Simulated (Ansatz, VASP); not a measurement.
## Cross-check of In7GaAs8 (random alloy of the zinc-blende GaAs-InAs line, x = 0.875) between VASP and Ansatz

Wanted: the spread between two codes on one cell, functional and k mesh. Of the first pair: The structure shown is the start of the Ansatz relaxation below; VASP solves that cell, so the two are compared at the walk's first step.

Program: Ansatz 0.2.0. Level of theory: plane waves, with VASP 6.6.1 beside it; PBE. Results are calculated unless marked as measured.

## Step 1: The structure

The cell holds 64 atoms: 28 In, 32 As and 4 Ga. Cell: a = 12.270 Å, b = 12.270 Å, c = 12.270 Å, α = 90.0°, β = 90.0°, γ = 90.0°. It derives from GaAs (zinc-blende GaAs-InAs), repeated 2×2×2. Zinc-blende GaAs-InAs: 64 atoms, 28 of 32 Ga sites given to In at random, cell and internal coordinates interpolated linearly between the end members (Vegard's rule); (so at first; earlier steps may have moved the atoms), displaced by a Gaussian of 0.02 A. Lattice constants are starting values near those of PBE.

## Step 2: Ansatz: relaxation, PBE

Ansatz runs on its default PAW (the set named soft_2) files.

The two programs are compared at the cell with which this relaxation starts, whose forces are those of its first step.

input.yaml reads:

```yaml
crystal:
  lattice:
    - [12.27, 0.0, 0.0]
    - [0.0, 12.27, 0.0]
    - [0.0, 0.0, 12.27]
  atoms:
    - { symbol: In, position: [0.00265, 0.999, 0.99914] }
    - { symbol: As, position: [0.12325, 0.12641, 0.12125] }
    - { symbol: Ga, position: [0.00284, 0.24876, 0.25052] }
    - { symbol: As, position: [0.12459, 0.37738, 0.37164] }
    - { symbol: Ga, position: [0.24947, 0.99937, 0.25185] }
    - { symbol: As, position: [0.37321, 0.12472, 0.37357] }
    - { symbol: In, position: [0.25007, 0.25095, 0.99821] }
    - { symbol: As, position: [0.37687, 0.37647, 0.12582] }
    - { symbol: In, position: [0.00147, 0.99889, 0.4998] }
    - { symbol: As, position: [0.12347, 0.12456, 0.62586] }
    - { symbol: In, position: [0.99887, 0.24935, 0.74888] }
    - { symbol: As, position: [0.12362, 0.37391, 0.87498] }
    - { symbol: In, position: [0.24818, 0.00038, 0.75271] }
    - { symbol: As, position: [0.37621, 0.12469, 0.87355] }
    - { symbol: In, position: [0.24878, 0.25276, 0.50008] }
    - { symbol: As, position: [0.37396, 0.37531, 0.62842] }
    - { symbol: In, position: [0.0002, 0.50101, 0.00049] }
    - { symbol: As, position: [0.12443, 0.62314, 0.12443] }
    - { symbol: In, position: [0.99966, 0.75096, 0.25137] }
    - { symbol: As, position: [0.12652, 0.87547, 0.37644] }
    - { symbol: In, position: [0.24877, 0.50204, 0.25084] }
    - { symbol: As, position: [0.37451, 0.6258, 0.37488] }
    - { symbol: In, position: [0.25184, 0.75248, 0.00356] }
    - { symbol: As, position: [0.37272, 0.87265, 0.12418] }
    - { symbol: In, position: [0.00026, 0.50143, 0.50051] }
    - { symbol: As, position: [0.1217, 0.6245, 0.62635] }
    - { symbol: In, position: [0.00038, 0.75124, 0.74964] }
    - { symbol: As, position: [0.12467, 0.8753, 0.87567] }
    - { symbol: In, position: [0.25032, 0.50019, 0.74891] }
    - { symbol: As, position: [0.37562, 0.6252, 0.87684] }
    - { symbol: In, position: [0.25195, 0.7503, 0.49939] }
    - { symbol: As, position: [0.37396, 0.87569, 0.62513] }
    - { symbol: Ga, position: [0.49944, 7.0e-05, 0.99899] }
    - { symbol: As, position: [0.62614, 0.12427, 0.127] }
    - { symbol: In, position: [0.50066, 0.25097, 0.24822] }
    - { symbol: As, position: [0.62528, 0.37621, 0.37345] }
    - { symbol: In, position: [0.74957, 5.0e-05, 0.24776] }
    - { symbol: As, position: [0.87551, 0.12638, 0.3736] }
    - { symbol: In, position: [0.75057, 0.24786, 0.99994] }
    - { symbol: As, position: [0.87237, 0.37683, 0.12567] }
    - { symbol: Ga, position: [0.49996, 0.99874, 0.50208] }
    - { symbol: As, position: [0.62821, 0.12197, 0.62701] }
    - { symbol: In, position: [0.50265, 0.25055, 0.74805] }
    - { symbol: As, position: [0.62641, 0.37471, 0.87402] }
    - { symbol: In, position: [0.748, 0.0009, 0.75129] }
    - { symbol: As, position: [0.87398, 0.12585, 0.87313] }
    - { symbol: In, position: [0.75131, 0.25008, 0.4997] }
    - { symbol: As, position: [0.87483, 0.37642, 0.62622] }
    - { symbol: In, position: [0.50086, 0.50022, 0.00013] }
    - { symbol: As, position: [0.62601, 0.62538, 0.12611] }
    - { symbol: In, position: [0.49949, 0.74603, 0.25169] }
    - { symbol: As, position: [0.62856, 0.87572, 0.37484] }
    - { symbol: In, position: [0.74978, 0.49981, 0.25003] }
    - { symbol: As, position: [0.87317, 0.62416, 0.37337] }
    - { symbol: In, position: [0.75041, 0.74952, 0.00081] }
    - { symbol: As, position: [0.87472, 0.87661, 0.12535] }
    - { symbol: In, position: [0.50357, 0.49691, 0.49895] }
    - { symbol: As, position: [0.62647, 0.62912, 0.62459] }
    - { symbol: In, position: [0.50007, 0.74963, 0.75217] }
    - { symbol: As, position: [0.62453, 0.87611, 0.87448] }
    - { symbol: In, position: [0.74793, 0.50051, 0.75082] }
    - { symbol: As, position: [0.87711, 0.62482, 0.87399] }
    - { symbol: In, position: [0.75092, 0.75039, 0.50046] }
    - { symbol: As, position: [0.87488, 0.87689, 0.6256] }
kpoints:
  mp_grid: { grid: [1, 1, 1] }
hamiltonian:
  xc: pbe
scf:
  occupations: { method: fermi_dirac, width: 0.025 }
output:
  forces: true
relax:
  f_tol: 0.04
  max_steps: 150
  cell: {}
```

The run is started by

```sh
> ansatz run input.yaml --threads 4 --pin off --max-ram 8192MiB --backend cpu --events-out ev --progress --plain --runs-dir out
```

Numbers of over 12 decimals in the logs are rounded to 6 here.

Output:

```text
Engine: ansatz 0.2.0, aarch64-unknown-linux-gnu
Pseudopotentials: kind: paw
Pseudopotential: In, paw, valence charge 13, recommended cutoff 420 eV (normal), In.paw.azcp
Pseudopotential: As, paw, valence charge 15, recommended cutoff 420 eV (normal), As.paw.azcp
Pseudopotential: Ga, paw, valence charge 13, recommended cutoff 420 eV (normal), Ga.paw.azcp
Functional definition: PBE
  parameter kappa = 0.804
  parameter beta = 0.066725
  exchange = pbe_x(kappa = kappa, mu = beta*pi^2/3)
  correlation = pbe_c(beta = beta)
Crystal: 64 atoms, lattice volume = 1847.284 Å³
Basis set: ecut = 420 eV, 36137 PW (Γ), exchange–correlation on 180×180×180 points (8 copies of the dense FFT grid, shifted against one another)
Bands: 538, of which v1, the nominal top of the filled ones, is band 448 counted from 1 (447 counted from 0)
Symmetry: 1 space group operations
Space group: P1 (ITA 1), of the structure as read, at distance tolerance 1.2e-4 Å
k-points: 1
Non-local potential: In, projectors of the file, l = 0: 2, l = 1: 2, l = 2: 2, l = 3: 2
Non-local potential: As, projectors of the file, l = 0: 2, l = 1: 2, l = 2: 3, l = 3: 1
Non-local potential: Ga, projectors of the file, l = 0: 2, l = 1: 2, l = 2: 3, l = 3: 1
PAW form: soft (Blöchl's): semilocal exchange-correlation on the pseudo side does not see the compensation charge
PAW one-centre angular grid: In, 590 points (default); XC on 64 Gauss nodes
PAW one-centre angular grid: As, 590 points (default); XC on 64 Gauss nodes
PAW one-centre angular grid: Ga, 590 points (default); XC on 64 Gauss nodes
Initial density: superposition of atomic densities (neutral atoms: chi_scale 0, normalization atom), corrected by the library's trained network
Initial wavefunctions: pseudopotential atomic-orbital guess
Functional: x = pbe(κ = 0.804, μ = 0.219515), c = pbe(β = 0.066725)
SCF iter   1: F=—  HF=-327278.695322 eV  |F-HF|=—  |Δ(HF+E_count)|=         —  Δρ=1.32e-3  dr2=9.11e-2  ethr=1.77e-3  ⟨swp⟩=6.0  Hψ=1935  notcnv=0  defer=10
preconditioner: auto → LDOS  [metal: Δε(μ)=0.028 eV  Ē_g=13.714 eV  σ=0.025 eV  W_gap=0.25  n_scr=460 (ndim 8)  ℏωp=20.7 eV  f_vac=0.122  D(μ)=49.66/eV (n_scr^D=340)  β→1.0]
SCF iter   2: F=—  HF=-327278.632308 eV  |F-HF|=—  |Δ(HF+E_count)|=   6.30e-2  Δρ=7.93e-4  dr2=1.42e-2  ethr=1.02e-5  ⟨swp⟩=2.0  Hψ=915  notcnv=0  defer=81
SCF iter   3: F=—  HF=-327278.631563 eV  |F-HF|=—  |Δ(HF+E_count)|=   7.46e-4  Δρ=4.57e-4  dr2=7.29e-3  ethr=1.58e-6  ⟨swp⟩=2.0  Hψ=906  notcnv=0  defer=81
SCF iter   4: F=—  HF=-327278.630074 eV  |F-HF|=—  |Δ(HF+E_count)|=   1.49e-3  Δρ=1.85e-4  dr2=3.02e-3  ethr=8.14e-7  ⟨swp⟩=2.0  Hψ=867  notcnv=0  defer=81
SCF iter   5: F=—  HF=-327278.629796 eV  |F-HF|=—  |Δ(HF+E_count)|=   2.78e-4  Δρ=1.30e-4  dr2=1.14e-3  ethr=3.37e-7  ⟨swp⟩=2.0  Hψ=746  notcnv=0  defer=81
SCF iter   6: F=—  HF=-327278.629543 eV  |F-HF|=—  |Δ(HF+E_count)|=   2.53e-4  Δρ=5.78e-5  dr2=2.34e-4  ethr=1.27e-7  ⟨swp⟩=2.0  Hψ=746  notcnv=0  defer=81
SCF iter   7: F=—  HF=-327278.629525 eV  |F-HF|=—  |Δ(HF+E_count)|=   1.83e-5  Δρ=2.87e-5  dr2=3.22e-5  ethr=2.61e-8  ⟨swp⟩=2.0  Hψ=746  notcnv=0  defer=81
SCF iter   8: F=—  HF=-327278.631385 eV  |F-HF|=—  |Δ(HF+E_count)|=   1.86e-3  Δρ=9.91e-6  dr2=6.36e-6  ethr=3.59e-9  ⟨swp⟩=2.0  Hψ=746  notcnv=0  defer=81
SCF iter   9: F=—  HF=-327278.631385 eV  |F-HF|=—  |Δ(HF+E_count)|=   1.24e-7  Δρ=5.49e-6  dr2=2.36e-6  ethr=7.10e-10  ⟨swp⟩=2.0  Hψ=742  notcnv=0  defer=81
SCF iter  10: F=—  HF=-327278.631385 eV  |F-HF|=—  |Δ(HF+E_count)|=   3.75e-7  Δρ=3.11e-6  dr2=7.25e-7  ethr=2.64e-10  ⟨swp⟩=2.0  Hψ=904  notcnv=0  defer=81
SCF iter  11: F=—  HF=-327278.631385 eV  |F-HF|=—  |Δ(HF+E_count)|=   1.39e-7  Δρ=1.59e-6  dr2=1.27e-7  ethr=8.10e-11  ⟨swp⟩=2.0  Hψ=746  notcnv=0  defer=81
SCF iter  12: F=-327278.631385 eV  HF=-327278.631385 eV  |F-HF|=8.61e-9  |Δ(HF+E_count)|=   1.63e-9  Δρ=6.63e-7  dr2=1.26e-8  ethr=1.12e-11  ⟨swp⟩=4.0  Hψ=1443  notcnv=0
SCF 1 converged in 12 iterations: F = -327278.631385 eV  dr2 = 1.26e-8
  greatest PAW one-centre occupation: 0.999 electrons in one spin orbital (limit 2), on the As atom at site 23 (counted from 0), in its partial waves of l = 2
relax step   1: F+E_penalty+E_count = -327278.63138463 eV  Δ(F+E_penalty+E_count) = +0.000e0 eV  max|allowed force component| = 1.327e0 eV/Å  Δτ_max = 0.0000 Å  P = +1.056 GPa  Ω = 1847.284 Å³  (12 SCF iters, dr2 threshold 1.00e-7 eV, accepted)
Crystal: 64 atoms, lattice volume = 1892.596 Å³
Basis set: ecut = 420 eV, 37113 PW (Γ), exchange–correlation on 180×180×180 points (8 copies of the dense FFT grid, shifted against one another)
Initial density: handed on by an earlier stage of this run
Initial wavefunctions: those handed on with the density
iter 1 solved again at ethr=3.45e-5 eV; its pass at ethr=3.10e-3 eV (dr2=3.09e-1 eV) is discarded
[...]
atom  12  As     0.00152245    -0.00345587    -0.00208705
  atom  13  In     0.01392517    -0.00176292     0.00107516
  atom  14  As    -0.00514519     0.00281001    -0.00328937
  atom  15  In     0.00528280    -0.00621526    -0.00180330
  atom  16  As    -0.00081719     0.00571856     0.00038471
  atom  17  In    -0.00071453     0.00046548     0.00194944
  atom  18  As     0.00383390     0.00118770    -0.00330742
  atom  19  In     0.00476165    -0.00271987     0.00218590
  atom  20  As    -0.01062121     0.00405807    -0.00271290
  atom  21  In    -0.00508945    -0.00897675     0.00324404
  atom  22  As    -0.00049503     0.00656833    -0.00273123
  atom  23  In     0.00024423     0.00373214     0.00154211
  atom  24  As    -0.00610692    -0.00271531    -0.00920958
  atom  25  In     0.00095126    -0.00478627    -0.00344942
  atom  26  As    -0.00361216     0.00499268    -0.00107257
  atom  27  In     0.00320793    -0.00310408     0.00556035
  atom  28  As    -0.00618947    -0.00694271    -0.00777409
  atom  29  In     0.00257614    -0.00090775     0.00108119
  atom  30  As     0.00196385    -0.00463955    -0.00219824
  atom  31  In     0.00588022    -0.00518926     0.00038388
  atom  32  As    -0.00450301     0.00288326    -0.00222172
  atom  33  Ga     0.00192986    -0.00324242     0.00779099
  atom  34  As     0.00143181     0.01014884    -0.00425344
  atom  35  In    -0.00070374    -0.01645437     0.00084092
[...]
atom  57  In    -0.00297306    -0.00731657     0.00452124
  atom  58  As     0.00323098     0.00388140    -0.00201871
  atom  59  In    -0.00105938     0.00106684     0.00329239
  atom  60  As     0.00164147    -0.00051278    -0.00422492
  atom  61  In     0.00169509    -0.00008049     0.00136549
  atom  62  As     0.00322235    -0.00569000    -0.00088723
  atom  63  In    -0.00042028    -0.00786792     0.00219793
  atom  64  As    -0.00435403    -0.00193072     0.00024138
  max |Σ_I F_I| component: 5.11e-7 eV/Å
--- Stress (GPa, compression-positive) ---
       -0.007880       0.005373      -0.003853
        0.005373       0.003833       0.001529
       -0.003853       0.001529       0.013412
  P = ⅓ Tr σ = 0.0031 GPa (0.031 kbar)
--- Relaxed structure (4 steps of the walk, 4 accepted, 1 SCFs on fresh bases) ---
  F+E_penalty+E_count = -327279.99247876 eV   max|allowed force component| = 1.645e-2 eV/Å   (the final SCF, on the basis selected at the relaxed cell)
  cell:  # Å, volume = 1872.9653 Å³
    - [12.306382, 0.029570, -0.023988]
    - [0.029570, 12.347743, 0.015274]
    - [-0.023988, 0.015274, 12.325842]
  atoms:
    - { symbol: In, position: [0.00278618, 1.002291, 1.004727] }
    - { symbol: As, position: [0.126651, 0.125038, 0.138663] }
    - { symbol: Ga, position: [0.0027623, 0.247181, 0.250574] }
    - { symbol: As, position: [0.119292, 0.367647, 0.368437] }
    - { symbol: Ga, position: [0.252654, 1.002255, 0.250722] }
    - { symbol: As, position: [0.374984, 0.112763, 0.374722] }
    - { symbol: In, position: [0.250229, 0.245621, 1.004556] }
    - { symbol: As, position: [0.375216, 0.374628, 0.125386] }
    - { symbol: In, position: [0.00250452, 1.001760, 0.496251] }
    - { symbol: As, position: [0.126072, 0.125123, 0.625511] }
    - { symbol: In, position: [1.000172, 0.249536, 0.750787] }
    - { symbol: As, position: [0.126446, 0.373631, 0.875975] }
    - { symbol: In, position: [0.254496, 1.8281383948181933e-5, 0.750799] }
    - { symbol: As, position: [0.380653, 0.119506, 0.882335] }
    - { symbol: In, position: [0.250604, 0.245955, 0.496455] }
    - { symbol: As, position: [0.374035, 0.372862, 0.623739] }
    - { symbol: In, position: [0.000103715, 0.497060, 0.00272935] }
    - { symbol: As, position: [0.125673, 0.626746, 0.123945] }
    - { symbol: In, position: [1.002598, 0.752400, 0.250725] }
    - { symbol: As, position: [0.133007, 0.882681, 0.367004] }
    - { symbol: In, position: [0.248130, 0.497779, 0.250498] }
    - { symbol: As, position: [0.374408, 0.625324, 0.373120] }
    - { symbol: In, position: [0.252682, 0.754756, 0.00278051] }
    - { symbol: As, position: [0.373899, 0.889542, 0.125686] }
    - { symbol: In, position: [0.00058153, 0.498022, 0.498083] }
    - { symbol: As, position: [0.126057, 0.626642, 0.621921] }
    - { symbol: In, position: [0.000462018, 0.750016, 0.750045] }
    - { symbol: As, position: [0.125426, 0.877198, 0.874639] }
    - { symbol: In, position: [0.250448, 0.499845, 0.750042] }
    - { symbol: As, position: [0.374567, 0.627858, 0.874674] }
    - { symbol: In, position: [0.252566, 0.753915, 0.498094] }
    - { symbol: As, position: [0.381508, 0.882331, 0.617927] }
    - { symbol: Ga, position: [0.497407, 0.000279402, 1.003100] }
    - { symbol: As, position: [0.618198, 0.119087, 0.118223] }
    - { symbol: In, position: [0.498063, 0.243819, 0.250409] }
    - { symbol: As, position: [0.623515, 0.373298, 0.372891] }
    - { symbol: In, position: [0.748129, 0.00218208, 0.250728] }
    - { symbol: As, position: [0.880674, 0.131327, 0.367058] }
    - { symbol: In, position: [0.750477, 0.247597, 1.002551] }
    - { symbol: As, position: [0.881826, 0.366142, 0.131481] }
    - { symbol: Ga, position: [0.498576, 0.999808, 0.497959] }
    - { symbol: As, position: [0.618121, 0.118855, 0.615757] }
    - { symbol: In, position: [0.500391, 0.245344, 0.749970] }
    - { symbol: As, position: [0.625166, 0.373763, 0.874666] }
    - { symbol: In, position: [0.745585, -7.589702379973259e-5, 0.750276] }
    - { symbol: As, position: [0.874616, 0.124302, 0.874685] }
    - { symbol: In, position: [0.750012, 0.247112, 0.497963] }
    - { symbol: As, position: [0.873664, 0.374510, 0.623818] }
    - { symbol: In, position: [0.500653, 0.500340, 0.000519881] }
    - { symbol: As, position: [0.624599, 0.626371, 0.126873] }
    - { symbol: In, position: [0.498272, 0.755797, 0.250342] }
    - { symbol: As, position: [0.619157, 0.882928, 0.380512] }
    - { symbol: In, position: [0.752727, 0.497454, 0.250297] }
    - { symbol: As, position: [0.874811, 0.627696, 0.374504] }
    - { symbol: In, position: [0.747799, 0.751847, 0.000891589] }
    - { symbol: As, position: [0.873859, 0.876464, 0.125622] }
    - { symbol: In, position: [0.500175, 0.499353, 0.500401] }
    - { symbol: As, position: [0.624294, 0.626853, 0.625618] }
    - { symbol: In, position: [0.500239, 0.754494, 0.751088] }
    - { symbol: As, position: [0.616901, 0.882949, 0.882879] }
    - { symbol: In, position: [0.750246, 0.499814, 0.751024] }
    - { symbol: As, position: [0.874484, 0.625830, 0.876308] }
    - { symbol: In, position: [0.748688, 0.752644, 0.500626] }
    - { symbol: As, position: [0.875390, 0.877886, 0.623841] }
```

The column dr2 measures how far the density is from self-consistency, as an energy; F and HF (Harris–Foulkes) agree once it is small.

(Continued in part 2 of 2.)

[Lines on the potential files, build, host, timing and source positions are cut from VASP's logs without a mark.]

[Logs are printed without paths, hosts, clocks, repeated set-up lines and the standing remarks that a program may print on its own settings, such as how far it seeks lower states.]

[Hosts, paths, dates, database ids (printed as entryN), source tags and the programs' standing remarks are cut or masked in the printed files.]
